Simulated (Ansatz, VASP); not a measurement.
# GaAs in two plane-wave programs

Aim: how closely do two programs agree when they are given the same cell, functional and k mesh? The cell is generated by rule, not measured, and may not be a known phase. The cell is taken from a series of VASP runs on this material, whose earlier steps may have relaxed, scaled or displaced it; both programs get it as it stands.

Calculated with Ansatz 0.2.0; plane waves, with VASP 6.6.1 beside it; single point at LDA.

### 1. Starting point

Symmetry: I-4m2, No. 119, tetragonal system. Conventional cell: a = 4.006 Å, b = 4.006 Å, c = 5.557 Å, α = 90.00°, β = 90.00°, γ = 90.00°. Nearest to Ga lie 4 As at 2.44 Å. Nearest to As lie 4 Ga at 2.44 Å. Farther neighbours are not listed.

Coordinates:

```cif
data_structure
_symmetry_space_group_name_H-M 'I-4m2'
_symmetry_Int_Tables_number 119
_cell_length_a 4.0058
_cell_length_b 4.0058
_cell_length_c 5.5572
_cell_angle_alpha 90.000
_cell_angle_beta 90.000
_cell_angle_gamma 90.000
_cell_volume 89.17
loop_
_atom_site_label
_atom_site_type_symbol
_atom_site_symmetry_multiplicity
_atom_site_Wyckoff_symbol
_atom_site_fract_x
_atom_site_fract_y
_atom_site_fract_z
_atom_site_occupancy
Ga1 Ga 2 a 0.00000 0.00000 0.00000 1
As1 As 2 c 0.00000 0.50000 0.25000 1
```

### 2. VASP: single point, LDA

With cell and atoms fixed, the geometry can't cause a difference; cores, projectors, grids and the points listed under the comparison can.

Lines of VASP's logs that name or quote its potential files are left out, and so is its time.

INCAR reads:

```
SYSTEM = GaAs
PREC = Accurate
ENCUT = 450
EDIFF = 1E-06
NELM = 100
ISMEAR = 0
SIGMA = 0.02
LREAL = .FALSE.
ALGO = Normal
GGA = CA
NBANDS = 14
LWAVE = .FALSE.
LCHARG = .FALSE.
KPAR = 4
```

POSCAR reads:

```
GaAs
1.0
    0.0000000000      2.8325555180      2.7785850370
    2.8325555180      0.0000000000      2.7785850370
    2.8325555180      2.8325555180      0.0000000000
Ga As
1 1
Direct
    0.0000000000      0.0000000000      0.0000000000
    0.2500000000      0.2500000000      0.2500000000
```

KPOINTS reads:

```
Automatic mesh
0
Gamma
7 7 7
0 0 0
```

KPOINTS_OPT reads:

```
Line mode
6
Line-mode
Reciprocal
  0.00000000   0.00000000   0.00000000
  0.02211128   0.02211128  -0.00000000

  0.00000000   0.00000000   0.00000000
  0.00000000  -0.02254076  -0.02254076

  0.31000000   0.31000000   0.00000000
  0.50000000   0.50000000   0.00000000

  0.00000000   0.31000000   0.31000000
  0.00000000   0.50000000   0.50000000

  0.45000000   0.45000000   0.45000000
  0.50000000   0.50000000   0.50000000

  0.45000000   0.00000000   0.00000000
  0.50000000   0.00000000   0.00000000

  0.42500000   0.42500000   0.00000000
  0.42500000   0.44754076   0.02254076

  0.50000000   0.50000000   0.50000000
  0.48406128   0.51593872   0.50000000
```

PAW data sets: Ga_d and As (LDA family, release 64).

Launch:

```bash
> mpirun -np 4 vasp_std
```

Numbers of over 12 decimals in the logs are rounded to 6 here.

Log:

```text
[banner, memory and clock lines left out]
running    4 mpi-ranks, on    1 nodes
 distrk:  each k-point on    1 cores,    4 groups
 distr:  one band on    1 cores,    1 groups

 POSCAR found type information on POSCAR GaAs
 POSCAR found :  2 types and       2 ions
 LDA part: xc-table for (Slater(with rela. corr.)+CA(PZ))
 , standard interpolation
 POSCAR, INCAR and KPOINTS ok, starting setup
 FFT: planning ... GRIDC
 FFT: planning ... GRID_SOFT
 FFT: planning ... GRID
 WAVECAR not read
 entering main loop
       N       E                     dE             d eps       ncg     rms          rms(c)
DAV:   1     0.801233572885E+02    0.80123E+02   -0.86441E+03  1120   0.160E+03
DAV:   2    -0.365803259209E+01   -0.83781E+02   -0.80602E+02  1228   0.309E+02
DAV:   3    -0.976106282909E+01   -0.61030E+01   -0.60775E+01  1426   0.705E+01
DAV:   4    -0.985859793623E+01   -0.97535E-01   -0.97513E-01  1248   0.101E+01
DAV:   5    -0.986020256959E+01   -0.16046E-02   -0.16046E-02  1438   0.113E+00    0.303E+00
DAV:   6    -0.967228518553E+01    0.18792E+00   -0.24338E-01  1734   0.937E+00    0.178E+00
DAV:   7    -0.963025938434E+01    0.42026E-01   -0.67952E-02  1538   0.211E+00    0.523E-01
DAV:   8    -0.962705500476E+01    0.32044E-02   -0.93980E-03  1312   0.118E+00    0.104E-01
DAV:   9    -0.962702813098E+01    0.26874E-04   -0.75788E-04  1398   0.359E-01    0.438E-02
DAV:  10    -0.962703296415E+01   -0.48332E-05   -0.39690E-05  1672   0.703E-02    0.230E-02
DAV:  11    -0.962703788481E+01   -0.49207E-05   -0.64357E-06  1300   0.405E-02    0.212E-03
DAV:  12    -0.962703778097E+01    0.10384E-06   -0.35753E-07   782   0.861E-03
   1 F= -.96270378E+01 E0= -.96270378E+01  d E =-.926701E-25
 Start KPOINTS_OPT (optional k-point list driver)
k-point batch [1-40\48]
       N       E                     dE             ncg
DAV:   1    -0.112800439266E+04   -0.16541E+05     1144
DAV:   2    -0.438589216733E+04   -0.32579E+04     1198
DAV:   3    -0.463990438222E+04   -0.25401E+03     1426
DAV:   4    -0.464416132235E+04   -0.42569E+01     1298
DAV:   5    -0.464422257116E+04   -0.61249E-01     1406
DAV:   6    -0.464422468117E+04   -0.21100E-02     1568
DAV:   7    -0.464422468944E+04   -0.82706E-05     1272
DAV:   8    -0.464422468960E+04   -0.16545E-06      926
k-point batch [41-48\48]
       N       E                     dE             ncg
DAV:   1     0.144055166590E+05   -0.45014E+04      232
DAV:   2     0.137425090710E+05   -0.66301E+03      236
DAV:   3     0.136938010434E+05   -0.48708E+02      314
DAV:   4     0.136931319166E+05   -0.66913E+00      244
DAV:   5     0.136931212237E+05   -0.10693E-01      308
DAV:   6     0.136931209188E+05   -0.30488E-03      310
DAV:   7     0.136931209165E+05   -0.23315E-05      274
DAV:   8     0.136931209164E+05   -0.81274E-07      184
```

From OUTCAR (step 2):

```text
ion  position               nearest neighbor table
   1  0.000  0.000  0.000-   2 2.44   2 2.44   2 2.44   2 2.44
   2  0.250  0.250  0.250-   1 2.44   1 2.44   1 2.44   1 2.44

  LATTYP: Found a body centered tetragonal cell.
 ALAT       =     4.0058384297
 C/A-ratio  =     1.3872676523

 Subroutine GETGRP returns: Found  8 space group operations
 (whereof  8 operations were pure point group operations)

The static configuration has the point symmetry D_2d.

 Found     40 irreducible k-points:

   k-points           NKPTS =     40   k-points in BZ     NKDIM =     40   number of bands    NBANDS=     14

   dimension x,y,z NGX =    28 NGY =   28 NGZ =   28
   dimension x,y,z NGXF=    56 NGYF=   56 NGZF=   56

   ENCUT  =  450.0 eV  33.07 Ry    5.75 a.u.   6.86  6.86  6.93*2*pi/ulx,y,z

   NELECT =      18.0000    total number of electrons

 k-points in reciprocal lattice and weights: Automatic mesh
   0.00000000  0.00000000  0.00000000       0.003
   0.14285714  0.00000000  0.00000000       0.023
   0.28571429  0.00000000  0.00000000       0.023
   0.42857143  0.00000000  0.00000000       0.023
   0.14285714  0.14285714  0.00000000       0.006
   0.28571429  0.14285714  0.00000000       0.023
   0.42857143  0.14285714  0.00000000       0.023
  -0.42857143  0.14285714  0.00000000       0.023
  -0.28571429  0.14285714  0.00000000       0.023
[...]
-0.42857143  0.14285714  0.42857143       0.023
  -0.28571429  0.14285714  0.42857143       0.023

 average (electrostatic) potential at core
       1 -67.4143       2 -53.6634

 E-fermi :   4.1414

 k-point     1 :       0.0000    0.0000    0.0000
  band No.  band energies     occupation
    ...
      5     -10.9454      2.00000
      6      -8.9277      2.00000
      7       3.8954      2.00000
      8       3.8954      2.00000
      9       4.0038      2.00000
     10       4.3583      0.00000
     11       7.5724      0.00000
     12       7.6251      0.00000
     13       7.6251      0.00000
     14      11.3147      0.00000

 k-point     2 :       0.1429    0.0000    0.0000
  band No.  band energies     occupation
    ...
      5     -10.9454      2.00000
      6      -8.6865      2.00000
      7       1.5881      2.00000
      8       3.5802      2.00000
      9       3.6731      2.00000
     10       5.4894      0.00000
     11       8.0170      0.00000
     12       8.0580      0.00000
     13       8.2694      0.00000
     14      12.4828      0.00000

 k-point     3 :       0.2857    0.0000    0.0000
  band No.  band energies     occupation
    ...
      5     -10.9440      2.00000
      6      -8.0293      2.00000
      7      -0.8580      2.00000
      8       3.0542      2.00000
      9       3.1827      2.00000
     10       5.1789      0.00000
     11       8.5172      0.00000
     12       8.5836      0.00000
     13      10.3984      0.00000
     14      12.5717      0.00000

  Total       -0.3370796     -0.3370796     -0.0072088      0.0000000      0.0000000      0.0000000
  in kB      -12.1124651    -12.1124651     -0.2590364      0.0000000      0.0000000      0.0000000
  external PRESSURE =      -8.1613222 kB  Pullay stress =       0.0000000 kB

  energy-cutoff  :      450.00
  volume of cell :       44.59
      direct lattice vectors                 reciprocal lattice vectors
     0.000000000  2.832555518  2.778585037    -0.176519047  0.176519047  0.179947705
     2.832555518  0.000000000  2.778585037     0.176519047 -0.176519047  0.179947705
     2.832555518  2.832555518  0.000000000     0.176519047  0.176519047 -0.179947705

 POSITION                                       TOTAL-FORCE (eV/Angst)
 -----------------------------------------------------------------------------------
      0.00000      0.00000      0.00000         0.000000      0.000000      0.000000
      1.41628      1.41628      1.38929        -0.000000     -0.000000      0.000000
 -----------------------------------------------------------------------------------
    total drift:                                0.000001      0.000001     -0.000000

  FREE ENERGIE OF THE ION-ELECTRON SYSTEM (eV)
  ---------------------------------------------------
  free  energy   TOTEN  =        -9.6270377810 eV

  energy  without entropy=       -9.6270377810  energy(sigma->0) =       -9.62703778

[... 3 further parts left out ...]
```

The run ends at a pressure of -0.82 GPa.

### 3. Ansatz: single point, LDA

Ansatz runs on its default PAW (the set named soft_2) files.

The same cell, functional (in two slightly different forms), mesh and smearing now go to Ansatz, which takes its cutoff from its data sets.

input.yaml reads:

```yaml
crystal:
  lattice:
    - [0.0, 2.832555518, 2.778585037]
    - [2.832555518, 0.0, 2.778585037]
    - [2.832555518, 2.832555518, 0.0]
  atoms:
    - { symbol: Ga, position: [0.0, 0.0, 0.0] }
    - { symbol: As, position: [0.25, 0.25, 0.25] }
hamiltonian:
  xc: lda
  pseudopotentials: { kind: paw }
kpoints:
  mp_grid: { grid: [7, 7, 7] }
scf:
  occupations: { method: gaussian, width: 0.02 }
  n_extra_bands: 4
output:
  forces: true
  stress: true
  eigenvalues: true
  write_density: true
  write_potential: true
  elf: true
  volumetric_format: npy
```

Launch:

```bash
> ansatz run input.yaml --threads 2 --pin off --max-ram 4608MiB --backend cpu --events-out ev --progress --plain --runs-dir out
```

Log:

```text
scf.n_extra_bands = 4 over 14 filled bands (N_el = 28.0): the run solves 18 bands
Engine: ansatz 0.2.0, aarch64-unknown-linux-gnu
Pseudopotentials: kind: paw
Pseudopotential: Ga, paw, valence charge 13, recommended cutoff 420 eV (normal), Ga.paw.azcp
Pseudopotential: As, paw, valence charge 15, recommended cutoff 420 eV (normal), As.paw.azcp
Functional definition: SPW92
  exchange = slater_x
  correlation = pw_c
Crystal: 2 atoms, lattice volume = 44.587 Å³
Basis set: ecut = 420 eV, 893 PW (Γ)
Bands: 18, of which v1, the nominal top of the filled ones, is band 14 counted from 1 (13 counted from 0)
Symmetry: 8 space group operations
Space group: I-4m2 (ITA 119), of the structure as read, at distance tolerance 3.5e-5 Å
k-points: 40 of 343 (time reversal used)
Non-local potential: Ga, projectors of the file, l = 0: 2, l = 1: 2, l = 2: 3, l = 3: 1
Non-local potential: As, projectors of the file, l = 0: 2, l = 1: 2, l = 2: 3, l = 3: 1
PAW form: soft (Blöchl's): semilocal exchange-correlation on the pseudo side does not see the compensation charge
PAW frozen core: Ga, regenerated for the run's functional, and the local potential with it (the file was generated under x = pbe(κ = 0.804, μ = 0.219515), c = pbe(β = 0.066725))
PAW frozen core: As, regenerated for the run's functional, and the local potential with it (the file was generated under x = pbe(κ = 0.804, μ = 0.219515), c = pbe(β = 0.066725))
PAW one-centre angular grid: Ga, 590 points (default); XC on 64 Gauss nodes
PAW one-centre angular grid: As, 590 points (default); XC on 64 Gauss nodes
Initial density: superposition of atomic densities (neutral atoms: chi_scale 0, normalization atom), corrected by the library's trained network
Initial wavefunctions: pseudopotential atomic-orbital guess
Functional: x = slater, c = lda
SCF iter   1: F=—  HF=-8481.284393 eV  |F-HF|=—  |Δ(HF+E_count)|=         —  Δρ=4.92e-3  dr2=6.79e-3  ethr=1.77e-3  ⟨swp⟩=6.0  Hψ=3425  notcnv=0
preconditioner: auto → none  [insulator: Δε(μ)=0.280 eV  Ē_g=15.524 eV  σ=0.020 eV  W_gap=1.00  n_scr=14 (ndim 8)  ℏωp=23.6 eV  f_vac=0.082  D(μ)=0.00/eV (n_scr^D=0)  ε∞_Penn≈3.3]
SCF iter   2: F=—  HF=-8481.281767 eV  |F-HF|=—  |Δ(HF+E_count)|=   2.63e-3  Δρ=2.44e-3  dr2=9.83e-4  ethr=2.43e-5  ⟨swp⟩=2.5  Hψ=1561  notcnv=0
SCF iter   3: F=—  HF=-8481.281712 eV  |F-HF|=—  |Δ(HF+E_count)|=   5.49e-5  Δρ=6.57e-4  dr2=1.76e-4  ethr=3.51e-6  ⟨swp⟩=2.0  Hψ=1234  notcnv=0
SCF iter   4: F=—  HF=-8481.281636 eV  |F-HF|=—  |Δ(HF+E_count)|=   7.59e-5  Δρ=2.47e-4  dr2=1.21e-5  ethr=6.28e-7  ⟨swp⟩=2.0  Hψ=1080  notcnv=0
SCF iter   5: F=—  HF=-8481.281633 eV  |F-HF|=—  |Δ(HF+E_count)|=   3.58e-6  Δρ=1.46e-5  dr2=1.09e-7  ethr=4.32e-8  ⟨swp⟩=2.0  Hψ=924  notcnv=0
SCF iter   6: F=-8481.281633 eV  HF=-8481.281633 eV  |F-HF|=1.72e-9  |Δ(HF+E_count)|=   6.14e-9  Δρ=3.45e-6  dr2=2.75e-9  ethr=3.57e-10  ⟨swp⟩=8.3  Hψ=4408  notcnv=0
SCF 1 converged in 6 iterations: F = -8481.281633 eV  dr2 = 2.75e-9
  greatest PAW one-centre occupation: 0.999 electrons in one spin orbital (limit 2), on the As atom at site 1 (counted from 0), in its partial waves of l = 2
SCF converged after 6 iterations
Free energy (F): -8481.281633 eV
Harris-Foulkes:  -8481.281633 eV  (|F-HF|=1.72e-9)
Internal energy: -8481.281633 eV  (E = F + TS)
E sigma→0 (E₀):  -8481.281633 eV
Fermi energy:    8.279420 eV
--- Per-component energies (eV) ---
  E_band       = -319.411862
  E_kinetic    = 220.577805
  E_local      = -3907.580163  (includes V_loc(G=0)·N_el)
  E_nonlocal   = -238.528766
  E_hartree    = 1966.089135
  E_xc         = -148.086104
  E_vxc        = -138.608404  (∫ρ·V_xc dr)
  E_paw        = -3666.787192  (= ΣΔE_a)
  E_vpaw       = -187.451534  (= ΣTr[D̂ρ^β])
  E_aug_tail   = -0.000117  (compensation charges beyond the density's cutoff)
  E_ewald      = -2710.769941
  E_core_change = 3.803710  (= ΣΔE_core)
  E_smearing   = -0.000000  (= −TS)
  E_closure    = 0.000000  (closes the sum)
  Σ components = -8481.281633   (vs F -8481.281633, Δ=0.00e0)
--- Forces (eV/Å), atoms counted from 1 ---
  atom   1  Ga    -0.00000000    -0.00000000     0.00000000
  atom   2  As     0.00000000     0.00000000     0.00000000
  max |Σ_I F_I| component: 2.08e-16 eV/Å
--- Stress (GPa, compression-positive) ---
       -1.431669       0.000000      -0.000000
        0.000000      -1.431669      -0.000000
       -0.000000      -0.000000      -0.239493
  P = ⅓ Tr σ = -1.0343 GPa (-10.343 kbar)
--- Band table (eV; the first three rows and the last of 40) ---
  k-point 0: bands = [... 10 lower, -4.8234, 8.0180, 8.0180, 8.1263, 8.4325, 11.7090, 11.7617, 11.7617]
  k-point 1: bands = [... 10 lower, -4.5822, 5.6980, 7.7040, 7.7967, 9.5884, 12.1515, 12.1936, 12.3938]
  k-point 2: bands = [... 10 lower, -3.9266, 3.2588, 7.1793, 7.3075, 9.2848, 12.6533, 12.7195, 14.5126]
  k-point 39: bands = [... 10 lower, -2.2212, 1.2510, 4.6150, 5.3799, 9.5204, 10.6556, 17.0357, 17.2695]
```

It took 4.2 s on 2 threads of Arm Neoverse N1, shared host; peak memory 0.32 GiB; 7.7 s of CPU time.

The run ends at a pressure of -1.03 GPa.

### 4. Differences

Known differences besides the potentials themselves: the two LDA forms differ slightly; the data sets hold 28 valence electrons in Ansatz (default PAW (the set named soft_2) files) and 18 in VASP; the cutoff is 420 eV in Ansatz and 450 eV in VASP; VASP's log shows a relativistic correction to its local exchange, Ansatz's none. Total energies have different zeros and are not compared.

Compared:

```
              quantity  Ansatz   VASP  difference
        pressure (GPa)   -1.03  -0.82       -0.22
gap on the k mesh (eV)   0.306  0.354      -0.048
```

A gap on the mesh is an upper bound, since the band edges may lie between its points.

### 5. Summary of results

| Item | Value |
| --- | --- |
| difference in gap on the k mesh (single point, LDA) | -0.048 eV |

**Reading.** The difference in gap on the k mesh is -0.048 eV (single point, LDA), within the 0.08 eV picked in this series as the mark of a large difference. 1 further run of this series is not shown here. How closely two codes agree says nothing of how well the functional describes the real material.

[Lines on the potential files, build, host, timing and source positions are cut from VASP's logs without a mark.]

[Logs are printed without paths, hosts, clocks, repeated set-up lines and the standing remarks that a program may print on its own settings, such as how far it seeks lower states.]

[Hosts, paths, dates, database ids (printed as entryN), source tags and the programs' standing remarks are cut or masked in the printed files.]
